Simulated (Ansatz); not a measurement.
**Ru under changes of volume**

One of the cells (13.575 Å³/atom); the others are scaled copies at fixed shape and fractional positions:

```xyz
2
Lattice="2.7058 0.0000 0.0000 -1.3529 2.3433 0.0000 0.0000 0.0000 4.2819" Properties=species:S:1:pos:R:3 pbc="T T T"
Ru    1.3529    0.7811    3.2114
Ru    0.0000    1.5622    1.0705
```

- Program: Ansatz 0.2.0
- Functional: SVWN5
- Potentials or basis: Ansatz PAW
- Cutoff: 420 eV (not typed: the program's choice for these potentials)
- k mesh: 11 × 11 × 6
- Occupations: fermi-dirac, width 0.05 eV
- Spin: no spin polarisation

| volume (Å³/atom) | energy over the lowest point (meV/atom) | pressure (GPa) |
| --- | --- | --- |
| 12.760 | 9.09 | 9.7 |
| 13.032 | 0.00 | 1.4 |
| 13.303 | 4.10 | -5.9 |
| 13.575 | 19.91 | -12.4 |
| 13.846 | 46.10 | -18.2 |
| 14.118 | 81.47 | -23.3 |
| 14.389 | ? | ? |

What does the run at 14.389 Å³/atom give?

Energy over the lowest point 124.99 meV/atom; pressure -27.8 GPa.

Worked out: A Birch-Murnaghan fit of order 3 (a polynomial in V^(-2/3)) to the other rows has its minimum at 13.08 Å³/atom with B0 = V·E''(V) = 367 GPa and B' = 4.9 at fixed shape and positions, which overstates the stiffness. It gives 124.87 meV/atom at 14.389 Å³/atom, against the run's 124.99, and -dE/dV = -27.9 GPa, against -27.8.

Energies are extrapolated to zero smearing.

Caveats: the PAW data sets come from PBE, with cores solved anew for the run's functional, which leaves a small shift of forces and pressure.
